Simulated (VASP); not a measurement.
PbS (Galena): relaxation of the atoms with PBE

Crystal: PbS (Galena).

```xyz
2
Lattice="0.0000 2.9631 2.9631 2.9631 0.0000 2.9631 2.9631 2.9631 0.0000" Properties=species:S:1:pos:R:3 pbc="T T T"
Pb    0.0000    0.0000    0.0000
S     2.9631    2.9631    2.9631
```

The cell isn't the ideal one: a relaxed cell with its volume scaled by 0.96.

```yaml
Program: VASP 6.6.1
Task: relaxation of the atoms
Functional: PBE
Potentials_or_basis: VASP PAW PBE potentials, release 64 (Pb_d, S)
Cutoff: 600 eV
k_mesh: 8 × 8 × 8
Occupations: gaussian, width 0.03 eV
Spin: no spin polarisation
Further_INCAR_settings: ALGO = Fast; EDIFF = 1e-07; IBRION = 2; EDIFFG = -0.01; NSW = 40
```

| Item | Value |
| --- | --- |
| Pressure after relaxing | 2.4 GPa |
| Band gap on the k mesh | 0.35 eV, direct |

Final structure:
```
CELL_PARAMETERS angstrom
0.00000 2.96313 2.96313
2.96313 0.00000 2.96313
2.96313 2.96313 0.00000
ATOMIC_POSITIONS crystal
Pb 0.00000 0.00000 0.00000
S 0.50000 0.50000 0.50000
```

Levels at points of the mesh, in eV from the valence-band top:
| k point | band 6 | band 7 | band 8 | band 9 | band 10 | band 11 | band 12 | band 13 | band 14 |
| --- | --- | --- | --- | --- | --- | --- | --- | --- | --- |
| (0.00, 0.00, 0.00) | -13.62 | -6.03 | -2.19 | -2.19 | -2.19 | 5.22 | 5.22 | 5.22 | 6.72 |
| (0.50, 0.00, 0.00) | -12.38 | -8.87 | -1.80 | -1.80 | 0.00 | 0.35 | 1.95 | 1.95 | 8.66 |
| (0.50, 0.50, 0.00) | -11.94 | -7.21 | -5.22 | -3.46 | -3.46 | 3.85 | 5.58 | 5.69 | 5.69 |

Run time: 18 s on 1 thread of Intel(R) Xeon(R) 6975P-C (Granite Rapids), on a shared host, peak memory 0.21 GiB.

Caveat: the relaxation stopped at its first step, so nothing moved; spin-orbit coupling is left out, which as a rule narrows the gap of such compounds by several tenths of an eV. A k mesh can miss the band edges.
